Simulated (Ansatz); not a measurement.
## Property card for MoP

Computed with Ansatz 0.2.0, DFT r2SCAN, scalar-relativistic, plane waves, PAW.

Settings: cutoff 500 eV, Γ-centred mesh 18×18×14 on the computed 2-atom cell, Gaussian smearing of 0.10 eV; no spin polarisation.

The structure is relaxed at this level of theory with its symmetry kept. Whether it is the stable form of this composition wasn't checked.

```cif
data_structure
_symmetry_space_group_name_H-M 'P 1'
_symmetry_Int_Tables_number 1
_cell_length_a 3.2349
_cell_length_b 3.2349
_cell_length_c 3.1818
_cell_angle_alpha 90.000
_cell_angle_beta 90.000
_cell_angle_gamma 120.000
_cell_volume 28.83
loop_
_atom_site_label
_atom_site_type_symbol
_atom_site_fract_x
_atom_site_fract_y
_atom_site_fract_z
_atom_site_occupancy
Mo1 Mo 0.00000 0.00000 0.00000 1
P1 P 0.33333 0.66667 0.50000 1
```

| Property | Result |
| --- | --- |
| Space group | P-6m2 (No. 187) |
| Volume per atom | 14.42 Å³ |
| Formation energy from the elements' standard states (uncorrected) | -0.708 eV/atom |
| Generalised Kohn–Sham band gap | none (metal) |
| Density of states at the Fermi level | 0.73 states/eV per cell |
| Löwdin character within 0.5 eV of the Fermi level | Mo 4d 85 %, P 3p 10 % |
| Bulk modulus | 225 GPa |
| Its pressure derivative | 4.3 |
| Bader charges (e) | Mo (1 in the cell) 0.80, P (1 in the cell) -0.80 |

Cost: 6 runs of about 9.4 core-minutes in all, on Intel Xeon Platinum 8259CL (Skylake/Cascade Lake) (shared hosts).